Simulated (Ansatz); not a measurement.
# PbS: opening a crack plane

PbS, Fm-3m, a = 5.934 Å. Ansatz: PBE+D3(BJ), PAW, 420 eV, Γ-centred 8×8×3 mesh on 8 atoms, Gaussian smearing 0.03 eV; no spin polarisation. One cut on (001) per cell of 8 atoms is opened rigidly by x, between planes of Pb+S and Pb+S that stand 2.97 Å apart; y is the energy per area (17.608 Å², 1 eV/Å² = 16.02 J/m²).

| x (Å) | y (J/m²) |
| --- | --- |
| 0.00 | 0.000 |
| 0.25 | 0.069 |
| 0.50 | 0.198 |
| 0.75 | 0.329 |
| 1.00 | 0.443 |
| 1.50 | 0.607 |
| 2.00 | 0.710 |
| 3.00 | ? |
| 4.50 | 0.871 |
| 6.00 | 0.892 |

Q: Fit the universal binding curve y = W[1 − (1 + x/l) e^(−x/l)] to the other rows, give the peak stress, and predict the missing value.

A: Least squares gives W = 0.873 J/m² and l = 0.599 Å. The stress dy/dx peaks at x = l with W/(e l) = 5.4 GPa, for rigid faces. The last row already stands above W and still climbs, so W understates the work of separation. At x = 3.00: x/l = 5.008, y = 0.838 J/m². The run gave 0.814 J/m², so the fit is 0.024 J/m² too high, within twice the rms miss on the fitted rows (0.017 J/m²).

Spin–orbit coupling is left out, which can shift energies with elements as heavy as these.

Cost: 12 runs of about 3.2 core-minutes in all, on Intel Xeon (Skylake/Cascade Lake) (shared hosts).